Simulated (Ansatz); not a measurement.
# Re under strains and displacements

Theory: Ansatz 0.2.0, DFT PBEsol, scalar-relativistic, plane waves, PAW.

Plane waves to 420 eV, a k mesh through Γ of 16×16×16 on the computed 1-atom cell and Gaussian smearing (0.10 eV); no spin polarisation.

Reference cell:

```xyz
1
Lattice="0.0000 1.9750 1.9750 1.9750 0.0000 1.9750 1.9750 1.9750 0.0000" Properties=species:S:1:pos:R:3 pbc="T T T"
Re    0.0000    0.0000    0.0000
```

Each variant moves atoms of this cell by the vectors given, if any (Å), and then applies a symmetric strain (tensor components, Cartesian axes). The reference cell isn't relaxed at this level. Energies are per atom at zero smearing, counted from the lowest variant. Pressure is positive in compression.

1. strain (xx yy zz yz xz xy, %) -3.44 -3.04 1.26 -1.88 -0.65 2.60
2. strain (xx yy zz yz xz xy, %) -3.10 -3.10 -1.20 -0.41 -0.41 -4.00
3. strain (xx yy zz yz xz xy, %) 0.06 -1.44 -1.44 0.00 0.00 0.00

| variant | ΔE (meV/atom) | P (GPa) | space group |
| --- | --- | --- | --- |
| 1 | 62.0 | 2.16 | P-1 |
| 2 | 87.1 | 11.90 | C2/m |
| 3 | 0.0 | -9.40 | I4/mmm |

Spin–orbit coupling is left out, which can shift energies with elements as heavy as these.

This fcc form isn't the element's structure at ambient conditions.